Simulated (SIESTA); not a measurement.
**FeO (Wuestite): single point with PBEsol**

FeO (Wuestite):

```xyz
2
Lattice="1.5188 0.8769 2.5196 -1.5188 0.8769 2.5196 0.0000 -1.7538 2.5196" Properties=species:S:1:pos:R:3 pbc="T T T"
Fe    0.0044    0.0002    0.0152
O    -0.0560    0.0328    3.7337
```

The cell isn't the ideal one: atoms moved at random, drawn with an rms of 0.05 Å.

```yaml
Program: SIESTA 5.4.2
Task: single point
Functional: PBEsol
Potentials_or_basis: PseudoDojo 0.4 standard (PBEsol files)
Basis: DZP (energy shift 0.003 Ry; two zetas on semicore shells)
Grid_cutoff: 800 Ry
Energy_shift: 0.003 Ry
k_mesh: 11 × 11 × 11
Occupations: fermi-dirac, width 0.05 eV
Spin: collinear spin, ferromagnetic start
Starting_moments: "[3.0, 0.0] μB"
```

```
Pressure               : -8.2 GPa
Largest force          : 0.291 eV/Å
Band gap on the k mesh : none (metal or under the smearing width)
Net moment             : 4.00 μB per cell
Site moments           : Fe +3.68; O +0.32 μB
```

Forces on the atoms (eV/Å):
```
Fe  -0.187  0.102 -0.198
O    0.187 -0.102  0.198
```

Stress tensor (GPa, compression positive):
```
-7.44 -0.70  0.92
-0.70 -8.21 -0.53
 0.92 -0.53 -8.90
```

Levels at points of the mesh, in eV from the Fermi level:
Spin up:
| k point | band 9 | band 10 | band 11 | band 12 | band 13 | band 14 | band 15 | band 16 | band 17 | band 18 |
| --- | --- | --- | --- | --- | --- | --- | --- | --- | --- | --- |
| (0.00, 0.00, 0.00) | -4.03 | -3.84 | -3.63 | -3.57 | -3.28 | -0.13 | 17.59 | 18.04 | 18.08 | 21.31 |
Spin down:
| k point | band 7 | band 8 | band 9 | band 10 | band 11 | band 12 |
| --- | --- | --- | --- | --- | --- | --- |
| (0.00, 0.00, 0.00) | -3.39 | -3.36 | -0.75 | -0.67 | -0.63 | 0.13 |

Run time: 89 s on 1 thread of Arm Neoverse V2 (shared host), peak memory 0.25 GiB.

Caveat: short orbitals over semicore shells can move pressures by several GPa; the basis of atomic orbitals isn't converged, which shifts pressures, moduli and gaps; a cell with one magnetic atom can't hold antiferromagnetic order, which such compounds often take; semilocal functionals often make such compounds metallic where correlation or magnetic order opens a gap, which also shifts bond lengths.
